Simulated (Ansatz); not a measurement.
WS2:

```
W S
1.0
     1.57900    0.91164    6.16333
    -1.57900    0.91164    6.16333
     0.00000   -1.82327    6.16333
W S
1 2
Cartesian
  0.0000 0.0000 0.0000
  0.0000 0.0000 10.7427
  0.0000 0.0000 13.8730
```

Measurements of this composition are mostly on another form, of space group No. 194.

Base run:

- Program: Ansatz 0.2.0
- Functional: PBEsol
- Potentials or basis: all-electron LAPW, scalar-relativistic
- Cutoff: 265 eV
- Density cutoff: 1060 eV
- Basis error allowed: 0.002 eV/atom
- k mesh: 10 × 10 × 10
- Occupations: fermi-dirac, width 0.05 eV
- Spin: no spin polarisation
- Hubbard terms: W d U = 4 eV

Its results: band gap on the k mesh 1.12 eV, indirect (least direct gap 2.06 eV); pressure -0.3 GPa; largest force 0.604 eV/Å.

Q: The run is repeated on the same cell with these changes: hubbard terms from W d U = 4 eV to W d U = 8 eV. What comes out?

A: Band gap on the k mesh 1.13 eV, indirect (least direct gap 1.45 eV); pressure 0.9 GPa; largest force 0.618 eV/Å.

Caveats: U is the effective U less J, on atomic orbitals that reach past the spheres; spin-orbit coupling is left out, which moves the levels of the heavy elements.

A k mesh can miss the band edges.

Not every run made on this cell is shown here.
